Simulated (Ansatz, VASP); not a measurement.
CdSe: VASP beside Ansatz

```xyz
2
Lattice="-0.0307 3.0549 3.0549 3.0549 -0.0307 3.0549 3.0549 3.0549 -0.0307" Properties=species:S:1:pos:R:3 pbc="T T T"
Cd    0.0000    0.0000    0.0000
Se    1.5198    1.5198    1.5198
```

Change from the starting cell: equal xy, yz and zx shear strains of -1 %.

Alike in both runs: task single point; functional LDA; k mesh 8 × 8 × 8; occupations fermi-dirac, width 0.03 eV; no spin polarisation.

|  | VASP | Ansatz |
| --- | --- | --- |
| version | VASP 6.6.1 | Ansatz 0.2.0 |
| potentials or method | VASP PAW LDA potentials, release 64 (Cd, Se), cutoff 520 eV | all-electron LAPW, scalar-relativistic |

VASP gave:

```
pressure (GPa)                                  : -2.9
largest component of the traceless stress (GPa) : 0.41
rms of the force components (eV/Å)              : 0.051
```

Problem. Which values does Ansatz return?

Solution. Pressure (GPa): -3.2; largest component of the traceless stress (GPa): 0.40; rms of the force components (eV/Å): 0.048.

Atom by atom the forces differ by 0.003 eV/Å (rms over components). Ansatz ran all-electron here, so the differences hold the error of VASP's frozen core and of both bases.
